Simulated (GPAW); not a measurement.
## Equation of state of ZrC under PBEsol

```
CELL_PARAMETERS angstrom
0.00000 2.36500 2.36500
2.36500 0.00000 2.36500
2.36500 2.36500 0.00000
ATOMIC_POSITIONS crystal
Zr 0.50000 0.50000 0.50000
C 0.00000 0.00000 0.00000
```

The cell was scaled at fixed shape and fractions and run with GPAW, PAW data sets generated for this functional, cutoff 800 eV; PBEsol, k mesh 8 × 8 × 8 on the cell of 2 atoms, fermi-dirac occupations of 0.05 eV, no spin polarisation, no spin-orbit coupling. Energies are those that the program minimises, any entropy of the smearing included. For a metal such a mesh isn't converged to the digits shown.

| V (Å³/atom) | energy over the lowest row (meV/atom) |
| --- | --- |
| 12.4343 | 3.67 |
| 12.6989 | 0.00 |
| 12.9634 | ? |
| 13.2280 | 16.11 |
| 13.4925 | 34.36 |
| 13.7571 | 58.52 |
| 14.0217 | 88.01 |

Problem. Fit the third-order Birch-Murnaghan form, give V0, B0 and B′, and predict the energy left open.

Solution. With y = (V0/V)^(2/3), E = E0 + (9 V0 B0/16) [(y - 1)³ B′ + (y - 1)² (6 - 4y)]. Least squares through the rows shown give V0 = 12.6821 Å³/atom, E0 = -0.02 meV, B0 = 236.0 GPa (1 eV/Å³ = 160.218 GPa) and B′ = 4.04, with a largest miss of 0.03 meV. At V = 12.9634 the form with these constants gives 4.41 meV; the run gave 4.42 meV an atom. Measured volume: 12.96 Å³/atom (a printed reference work), so the fit lies -2.1 % from it. The runs are for a static lattice.
